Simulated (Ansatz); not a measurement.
# AlAs (F-43m): exact exchange against the cheap answer (a further series), part 2 of 3

Aim: see how the gap and pressure of AlAs (F-43m) move with the amount and range of exact exchange, and what each run costs.

Ansatz 0.2.0; DFT at several levels, plane waves, PAW. The steps go on from the part before.

### Step 3. PBE0 form (fraction 0.4)

The input, input.yaml:

```yaml
crystal:
  lattice:
    - [0.0, 2.83040004, 2.83040004]
    - [2.83040004, 0.0, 2.83040004]
    - [2.83040004, 2.83040004, 0.0]
  atoms:
    - { symbol: Al, position: [0.0, 0.0, 0.0] }
    - { symbol: As, position: [0.75, 0.75, 0.75] }
basis:
  ecutwfc: 420
  ecutrho_ratio: 4
kpoints:
  mp_grid: { grid: [4, 4, 4] }
hamiltonian:
  xc: { exchange: pbe, correlation: pbe, exx: { coeff: 0.4 } }
scf:
  occupations: { method: gaussian, width: 0.05 }
  n_extra_bands: 9
output:
  forces: true
  stress: true
  eigenvalues: true
  populations: true
  dos: { projected: true, de: 0.02 }
```

On the command line:

```sh
ansatz run input.yaml --threads 4 --pin off --max-ram 8192MiB --backend cpu --events-out ev --progress --plain --runs-dir out
```

The log of the run:

```text
Warning: output.stress: scf.convergence.dr2_threshold = 1e-7 eV (the SCF's general default) is looser than the 2e-10 eV advised for a printed stress (1e-10 eV for each atom of the cell: 2). What an SCF threshold leaves in a stress goes as its square root, and in the free energy as the threshold itself, and one threshold admits the most on a small cell: of the crystals measured, under no hybrid functional and no lock of the moments, on runs that ended without the residual-converged pass, on stresses that held no estimate of that error, the worst erred by over 100 MPa in a component at 1e-7 eV an atom and by under 5 at 1e-10. Set scf.convergence.dr2_threshold to 2e-10 eV or tighter. The threshold is an SCF's pass mark: one that does not reach it within its budget of iterations ends unconverged, or closes short of it on a stop that the run arms, and scf.convergence.dr2_threshold's page says what that costs each kind of run
Warning: output.stress: scf.exx.energy_threshold = 1e-6 eV is looser than the 2e-8 eV advised for a stress under a hybrid functional (1e-8 eV for each atom of the cell: 2). Every SCF of the exchange loop can meet its threshold on dr2 while the loop round them stops early: no threshold on dr2 bounds what that leaves in the stress. Set scf.exx.energy_threshold to 2e-8 eV or tighter. The threshold is the loop's pass mark: a loop that does not reach it within its budget of cycles ends unconverged, and scf.exx.energy_threshold's page has the law
Warning: RAYON_NUM_THREADS=4 ignored (pool sized by the plan → 4); use --threads N
scf.n_extra_bands = 9 over 9 filled bands (N_el = 18.0): the run solves 18 bands
Engine: ansatz 0.2.0, aarch64-unknown-linux-gnu
Pseudopotentials: kind: paw
Pseudopotential: Al, paw, valence charge 3, recommended cutoff 420 eV (normal), Al.paw.azcp
Pseudopotential: As, paw, valence charge 15, recommended cutoff 420 eV (normal), As.paw.azcp
Functional definition: unnamed
  parameter a_1 = 0.4
  exchange = (1 - a_1)*pbe_x + a_1*exact_x
  correlation = pbe_c
Crystal: 2 atoms, lattice volume = 45.350 Å³
Basis set: ecut = 420 eV, 893 PW (Γ), exchange–correlation on 54×54×54 points (8 copies of the dense FFT grid, shifted against one another)
Bands: 18, of which v1, the nominal top of the filled ones, is band 9 counted from 1 (8 counted from 0)
Symmetry: 24 space group operations
Space group: F-43m (ITA 216), of the structure as read, at distance tolerance 3.6e-5 Å
k-points: 8 of 64 (time reversal used)
Non-local potential: Al, projectors of the file, l = 0: 2, l = 1: 2, l = 2: 1
Non-local potential: As, projectors of the file, l = 0: 2, l = 1: 2, l = 2: 3, l = 3: 1
PAW form: soft (Blöchl's): semilocal exchange-correlation on the pseudo side does not see the compensation charge
PAW frozen core: Al, regenerated for the run's functional, and the local potential with it (the file was generated under x = pbe(κ = 0.804, μ = 0.2195149727645171), c = pbe(β = 0.06672455060314922))
PAW frozen core: As, regenerated for the run's functional, and the local potential with it (the file was generated under x = pbe(κ = 0.804, μ = 0.2195149727645171), c = pbe(β = 0.06672455060314922))
PAW one-centre angular grid: Al, 110 points (default); XC on 64 Gauss nodes
PAW one-centre angular grid: As, 590 points (default); XC on 64 Gauss nodes
Initial density: superposition of atomic densities (neutral atoms: chi_scale 0, normalization atom), corrected by the library's trained network
Initial wavefunctions: pseudopotential atomic-orbital guess
Functional: x = pbe(κ = 0.804, μ = 0.2195149727645171), c = pbe(β = 0.06672455060314922), warm-up for x = 0.6 pbe(κ = 0.804, μ = 0.2195149727645171) + 0.4 exact, c = pbe(β = 0.06672455060314922)
SCF iter   1: F=—  HF=-5394.483984 eV  |F-HF|=—  |Δ(HF+E_count)|=         —  Δρ=8.77e-4  dr2=2.44e-4  ethr=1.77e-3  ⟨swp⟩=10.8  Hψ=712  notcnv=0
preconditioner: auto → none  [insulator: Δε(μ)=1.418 eV  Ē_g=13.550 eV  σ=0.050 eV  W_gap=1.00  n_scr=14 (ndim 8)  ℏωp=15.6 eV  f_vac=0.006  D(μ)=0.00/eV (n_scr^D=0)]
SCF iter   2: F=-5394.483993 eV  HF=-5394.483960 eV  |F-HF|=3.38e-5  |Δ(HF+E_count)|=   2.39e-5  Δρ=3.40e-4  dr2=3.28e-5  ethr=1.35e-6  ⟨swp⟩=4.0  Hψ=380  notcnv=0
SCF 1 stopped early in 2 iterations: F = -5394.483993 eV  dr2 = 3.28e-5
Initial density: handed on by an earlier stage of this run
Initial wavefunctions: those handed on with the density
Functional: x = 0.6 pbe(κ = 0.804, μ = 0.2195149727645171) + 0.4 exact, c = pbe(β = 0.06672455060314922)
Frozen-core exchange: fock
SCF iter   1: F=—  HF=-5397.530514 eV  |F-HF|=—  |Δ(HF+E_count)|=         —  Δρ=6.27e-3  dr2=1.12e-2  ethr=1.82e-6  ⟨swp⟩=6.0  Hψ=713  notcnv=0
preconditioner: auto → none  [insulator: Δε(μ)=3.541 eV  Ē_g=17.205 eV  σ=0.050 eV  W_gap=1.00  n_scr=14 (ndim 8)  ℏωp=15.6 eV  f_vac=0.006  D(μ)=0.00/eV (n_scr^D=0)]
SCF iter   2: F=—  HF=-5397.514354 eV  |F-HF|=—  |Δ(HF+E_count)|=   1.62e-2  Δρ=2.93e-3  dr2=2.52e-3  ethr=1.82e-6  ⟨swp⟩=4.0  Hψ=438  notcnv=0
SCF iter   3: F=—  HF=-5397.513822 eV  |F-HF|=—  |Δ(HF+E_count)|=   5.32e-4  Δρ=1.26e-3  dr2=3.01e-3  ethr=1.82e-6  ⟨swp⟩=3.0  Hψ=244  notcnv=0
SCF iter   4: F=—  HF=-5397.531210 eV  |F-HF|=—  |Δ(HF+E_count)|=   1.74e-2  Δρ=1.03e-3  dr2=3.15e-4  ethr=1.39e-6  ⟨swp⟩=4.0  Hψ=394  notcnv=0
iter 5 solved again at ethr=9.91e-8 eV; its pass at ethr=1.08e-6 eV (dr2=1.78e-5 eV) is discarded
SCF iter   5: F=—  HF=-5397.531611 eV  |F-HF|=—  |Δ(HF+E_count)|=   4.01e-4  Δρ=2.38e-4  dr2=2.37e-5  ethr=9.91e-8  ⟨swp⟩=2.1  Hψ=512  notcnv=0
SCF iter   6: F=-5397.531600 eV  HF=-5397.531601 eV  |F-HF|=1.25e-6  |Δ(HF+E_count)|=   9.45e-6  Δρ=3.95e-5  dr2=6.40e-6  ethr=9.91e-8  ⟨swp⟩=3.0  Hψ=257  notcnv=0
SCF 2 stopped early in 6 iterations: F = -5397.531600 eV  dr2 = 6.40e-6
hybrid outer 1: dexx = +2.253e-2 eV, tail = 2.80e-4 eV
Frozen-core exchange: fock
SCF iter   1: F=—  HF=-5397.532605 eV  |F-HF|=—  |Δ(HF+E_count)|=         —  Δρ=1.21e-4  dr2=3.45e-6  ethr=7.78e-6  ⟨swp⟩=3.1  Hψ=312  notcnv=0
preconditioner: auto → none  [insulator: Δε(μ)=3.606 eV  Ē_g=17.204 eV  σ=0.050 eV  W_gap=1.00  n_scr=14 (ndim 8)  ℏωp=15.6 eV  f_vac=0.009  D(μ)=0.00/eV (n_scr^D=0)]
SCF iter   2: F=—  HF=-5397.532609 eV  |F-HF|=—  |Δ(HF+E_count)|=   4.14e-6  Δρ=4.55e-5  dr2=9.22e-7  ethr=1.42e-8  ⟨swp⟩=4.0  Hψ=322  notcnv=0
SCF iter   3: F=—  HF=-5397.532609 eV  |F-HF|=—  |Δ(HF+E_count)|=   2.23e-7  Δρ=1.30e-5  dr2=9.10e-8  ethr=3.43e-9  ⟨swp⟩=3.5  Hψ=239  notcnv=0
SCF iter   4: F=—  HF=-5397.532609 eV  |F-HF|=—  |Δ(HF+E_count)|=   3.09e-7  Δρ=5.09e-6  dr2=9.90e-9  ethr=2.26e-10  ⟨swp⟩=4.0  Hψ=401  notcnv=0
SCF iter   5: F=-5397.532609 eV  HF=-5397.532609 eV  |F-HF|=3.64e-12  |Δ(HF+E_count)|=   8.14e-9  Δρ=1.06e-6  dr2=2.77e-9  ethr=3.94e-11  ⟨swp⟩=3.0  Hψ=315  notcnv=0
SCF 3 converged in 5 iterations: F = -5397.532609 eV  dr2 = 2.77e-9
  Residual-converged pass: ⟨swp⟩=2.2  Hψ=215  notcnv=0  max |occ|·‖R‖ = 2.4e-6 eV (tolerance 2.4e-6 eV)  dr2=2.76e-9  dr2_onsite=1.02e-10  max |Δocc| = 0.0e0
hybrid outer 2: dexx = +5.815e-6 eV, tail = 3.34e-7 eV, Δε = 4.88e-3 eV (about 3.42e-4 eV left of the loop's levels)
Frozen-core exchange: fock
SCF iter   1: F=—  HF=-5397.532610 eV  |F-HF|=—  |Δ(HF+E_count)|=         —  Δρ=3.82e-6  dr2=2.83e-9  ethr=9.29e-9  ⟨swp⟩=3.4  Hψ=302  notcnv=0
preconditioner: auto → none  [insulator: Δε(μ)=3.607 eV  Ē_g=17.204 eV  σ=0.050 eV  W_gap=1.00  n_scr=14 (ndim 8)  ℏωp=15.6 eV  f_vac=0.009  D(μ)=0.00/eV (n_scr^D=0)]
SCF iter   2: F=-5397.532610 eV  HF=-5397.532610 eV  |F-HF|=1.54e-10  |Δ(HF+E_count)|=   2.71e-9  Δρ=6.07e-7  dr2=3.91e-10  ethr=1.25e-11  ⟨swp⟩=4.0  Hψ=362  notcnv=0
SCF 4 converged in 2 iterations: F = -5397.532610 eV  dr2 = 3.91e-10
  Residual-converged pass: ⟨swp⟩=2.0  Hψ=178  notcnv=0  max |occ|·‖R‖ = 2.4e-6 eV (tolerance 2.4e-6 eV)  dr2=3.91e-10  dr2_onsite=3.17e-10  max |Δocc| = 0.0e0
hybrid outer 3: dexx = +2.081e-9 eV, tail = 1.54e-9 eV, Δε = 9.73e-5 eV (about 1.83e-5 eV left of the loop's levels), ΔF = 2.78e-17 eV/Å (tail 1.96e-17)
hybrid SCF converged: 3 outer / 13 inner (+2 warm-up), last move |dexx| = 2.08e-9 eV, tail = 1.54e-9 eV
Stability not checked: this state was not tested for a lower state beside it, because the functional holds exact exchange (a hybrid, or Hartree-Fock), whose exchange loop this test does not read (fock_operator; see scf.lower_state_search)
Free energy (F): -5397.532610 eV
Frozen-core exchange: fock
Harris-Foulkes:  -5397.532610 eV  (|F-HF|=1.54e-10)
Internal energy: -5397.532610 eV  (E = F + TS)
E sigma→0 (E₀):  -5397.532610 eV
Fermi energy:    6.871184 eV
--- Per-component energies (eV) ---
  E_band       = -349.483277
  E_kinetic    = 126.227458
  E_local      = -2115.617809  (includes V_loc(G=0)·N_el)
  E_nonlocal   = -661.070252
  E_hartree    = 1133.869016
  E_xc         = -75.852490
  E_vxc        = -69.589103  (∫ρ·V_xc dr)
  E_exx        = -116.049809  (= α·E_x^exact, valence–valence)
  E_paw        = -2231.370662  (= ΣΔE_a)
  E_vpaw       = 334.927949  (= ΣTr[D̂ρ^β])
  E_aug_tail   = 0.000006  (compensation charges beyond the density's cutoff)
  E_ewald      = -1456.336038
  E_core_change = -1.332032  (= ΣΔE_core)
  E_smearing   = -0.000000  (= −TS)
  E_closure    = -0.000000  (closes the sum)
  Σ components = -5397.532610   (vs F -5397.532610, Δ=-9.09e-13)
--- Forces (eV/Å), atoms counted from 1 ---
  atom   1  Al    -0.00000000     0.00000000     0.00000000
  atom   2  As    -0.00000000     0.00000000    -0.00000000
  max |Σ_I F_I| component: 2.68e-16 eV/Å
--- Stress (GPa, compression-positive) ---
        0.089819      -0.000000      -0.000000
       -0.000000       0.089819       0.000000
       -0.000000       0.000000       0.089819
  P = ⅓ Tr σ = 0.0898 GPa (0.898 kbar)
--- Band table (eV; the first three rows and the last of 8) ---
  k-point 0: bands = ["-34.7037", "-34.7037", "-34.7037", "-34.6922", "-34.6922", "-8.7704", "5.0676", "5.0676", "5.0676", "9.7520", "11.9258", "11.9258", "11.9258", "16.7462", "16.9788", "16.9788", "19.4236", "19.4236"]
  k-point 1: bands = ["-34.7034", "-34.7033", "-34.7033", "-34.6921", "-34.6921", "-8.0800", "1.2307", "4.5290", "4.5290", "10.1972", "12.6142", "12.6142", "14.3450", "16.1819", "16.1819", "17.2226", "20.5470", "23.3361"]
  k-point 2: bands = ["-34.7031", "-34.7029", "-34.7029", "-34.6919", "-34.6919", "-7.0494", "-1.4579", "4.1096", "4.1096", "9.6526", "12.3071", "12.3071", "15.4914", "19.3703", "19.7903", "19.7903", "20.3999", "20.3999"]
  k-point 7: bands = ["-34.7033", "-34.7028", "-34.7019", "-34.6921", "-34.6916", "-6.3348", "-0.8642", "1.3989", "1.8629", "11.7816", "13.5411", "13.5911", "13.6849", "18.9483", "20.7980", "20.9298", "22.4794", "24.4763"]
--- Löwdin populations: 2 sites ---
  site symbol       q [e]
     0     Al      2.5402
     1     As     15.4019
  spilling = 0.003217 (of n_electrons = 18.000000)
```

Wall time 5 s (4 threads of Arm Neoverse V1, shared host); peak memory 0.61 GiB.

This gives: volume 22.675 Å³/atom, pressure 0.09 GPa, mesh gap 3.61 eV.

Counts of states by energy window, in eV from the valence-band top:

| from | to | total | As 4p | Al 3p | Al 3s |
| --- | --- | --- | --- | --- | --- |
| -7 | -6 | 0.15 | 0.09 | 0.01 | 0.05 |
| -6 | -5 | 1.27 | 0.71 | 0.12 | 0.38 |
| -5 | -4 | 0.37 | 0.22 | 0.03 | 0.08 |
| -4 | -3 | 0.87 | 0.56 | 0.23 | 0.06 |
| -3 | -2 | 1.26 | 0.84 | 0.37 | 0.03 |
| -2 | -1 | 1.54 | 1.12 | 0.39 | 0.01 |
| -1 | 0 | 0.54 | 0.43 | 0.10 | 0.00 |
| 0 | 1 | 0.00 | 0.00 | 0.00 | 0.00 |
| 1 | 2 | 0.00 | 0.00 | 0.00 | 0.00 |
| 2 | 3 | 0.00 | 0.00 | 0.00 | 0.00 |
| 3 | 4 | 0.00 | 0.00 | 0.00 | 0.00 |
| 4 | 5 | 0.49 | 0.04 | 0.22 | 0.09 |
| 5 | 6 | 1.45 | 0.19 | 0.62 | 0.28 |
| 6 | 7 | 0.31 | 0.07 | 0.08 | 0.06 |

(Continued in part 3 of 3.)
